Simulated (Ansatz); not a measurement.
**AlRu: moving Ru off its site**

AlRu, Pm-3m, a = 2.976 Å. The structure is a COD entry; whether it is the stable form wasn't checked. Ansatz: PBEsol, PAW, 420 eV, Γ-centred 20×20×20 mesh on 2 atoms, Gaussian smearing 0.15 eV; no spin polarisation.

```
CELL_PARAMETERS angstrom
2.97641 0.00000 0.00000
0.00000 2.97641 0.00000
0.00000 0.00000 2.97641
ATOMIC_POSITIONS crystal
Al 0.00000 0.00000 0.00000
Ru 0.50000 0.50000 0.50000
```

Atom 2 (Ru) moves by x along the unit vector (0.000, 0.000, 1.000), with its periodic images; all else is held. y is the free energy of the cell over the start, F the force along the path summed over the moved atoms. Symmetry makes y even in x.

```
  x (Å) y (meV) F (eV/Å)
-0.1000    40.38      0.81
-0.0500    10.11      0.40
 0.0000     0.00      0.00
 0.0125     0.63     -0.10
 0.0250     2.53     -0.20
 0.0375     5.68     -0.30
 0.0625    15.79     -0.50
 0.0750    22.73     -0.61
 0.0875        ?         ?
```

Fit y = c2 x² + c4 x⁴ to the energies of the other rows, give the force constant, and predict energy and force of the missing row.

Least squares on the rows shown. y = 4044.6 x² − 659.21 x⁴. The force constant is 2 c2 = 8.09 eV/Å² (for all images moving together, not for a lone atom). With two atoms in a cubic cell this is the optical mode at Γ (in a metal it hangs on mesh and smearing): ω = 521.5 √(2 c2/μ) = 321 cm⁻¹ for μ = 21.30 u. The force −dy/dx at the missing row is -0.71 eV/Å (computed -0.71). At x = 0.0875 the fit asked for gives 30.93 meV. The run gave 30.93 meV, the same to the digits shown.

The energy rises on both sides of the ideal site and the restoring force is almost linear, so Ru sits in a single, nearly harmonic well with no tendency to off-centre along this path. The stiffness probably reflects hybridisation between Ru d and Al s,p states, reinforced by short-range repulsion. Moving Ru towards a cube face shortens four of its eight Al contacts and lengthens the other four; inversion symmetry cancels the odd terms, leaving a strong quadratic cost. The small negative quartic term means slight softening along this direction. Cubic symmetry makes the harmonic constant isotropic but not the quartic one, so displacement straight towards an Al neighbour could behave differently.

In the actual vibration the lighter Al atom carries most of the motion, and the mode at 321 cm⁻¹ is threefold degenerate, since metallic screening removes the long-range field that would split it in an insulator. The positive curvature excludes a harmonic instability of this optical mode, but not one at other wavevectors.
